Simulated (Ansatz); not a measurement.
Al2O3, 5 atoms in the cell. Symmetry: P-6m2, No. 187, hexagonal system. The conventional cell has a = 2.884 Å, b = 2.884 Å, c = 9.337 Å, α = 90.00°, β = 90.00°, γ = 120.00°. Al (site symmetry 3m) has 3 O at 1.80 Å as nearest neighbours. O (site symmetry 3m) has 3 Al at 1.80 Å as nearest neighbours. O (site symmetry -6m2) is surrounded by 6 Al at 2.18 Å. Measurements of this composition are mostly on another form, of space group No. 167.

- Program: Ansatz 0.2.0
- Task: band structure
- Functional: r2SCAN
- Potentials or basis: Ansatz PAW
- Cutoff: 500 eV (not typed: the program's choice for these potentials)
- k mesh: 11 × 11 × 3
- Occupations: fermi-dirac, width 0.05 eV
- Spin: no spin polarisation
- Path: [["G", "M", "K", "G", "A", "L", "H", "A"], ["L", "M"], ["K", "H"]]
- Points for each segment of the path: 14

Potentials or basis: Ansatz PAW.

Command:

```console
$ ansatz run input.yaml --threads 2 --pin off --max-ram 5632MiB --backend cpu --events-out ev --progress --plain --runs-dir out
```

Hardware: 2 threads of Arm Neoverse V2, on a shared host.

Problem. Estimate the wall time of this run.

Solution. It took 13 s on 2 threads of Arm Neoverse V2 (shared host), peak memory 0.52 GiB. Counts: scf iterations 8, plane waves 1679, k points 32, bands 24.
